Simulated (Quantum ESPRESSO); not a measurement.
# WS2 under changes of volume

One of the cells (49.592 Å³/atom); the others are scaled copies at fixed shape and fractional positions:

```xyz
3
Lattice="3.1835 0.0000 0.0000 -1.5918 2.7570 0.0000 0.0000 0.0000 16.9506" Properties=species:S:1:pos:R:3 pbc="T T T"
W     0.0000    0.0000    0.0000
S     0.0000    1.8380    1.5595
S     0.0000    1.8380   15.3911
```

- Program: Quantum ESPRESSO 7.5
- Functional: LDA
- Potentials or basis: GBRV 1.5 LDA
- Cutoff: 762 eV
- Density cutoff: 6095 eV
- k mesh: 10 × 10 × 2
- Occupations: fermi-dirac, width 0.05 eV
- Spin: no spin polarisation

| volume (Å³/atom) | energy over the lowest point (meV/atom) | gap on the mesh (eV) |
| --- | --- | --- |
| 46.616 | 7.50 | 2.16 |
| 47.608 | 0.00 | 2.10 |
| 48.600 | ? | ? |
| 49.592 | 9.51 | 1.98 |
| 50.583 | 24.86 | 1.92 |
| 51.575 | 46.27 | 1.87 |
| 52.567 | 73.12 | 1.81 |

Task: What does the run at 48.600 Å³/atom give?

Result: Energy over the lowest point 0.96 meV/atom; gap on the mesh 2.04 eV.

Worked out: A Birch-Murnaghan fit of order 3 (a polynomial in V^(-2/3)) to the other rows has its minimum at 47.98 Å³/atom with B0 = V·E''(V) = 63 GPa and B' = 4.4 at fixed shape and positions, which overstates the stiffness. It gives 0.96 meV/atom at 48.600 Å³/atom, against the run's 0.96. A straight line through the other rows of the gap, of slope -2.91 eV per unit of ln V, gives 2.04 eV, against the run's 2.04.

Energies are extrapolated to zero smearing.

Caveats: spin-orbit coupling is left out, which moves the levels of the heavy elements.

A mesh can miss the band edges.
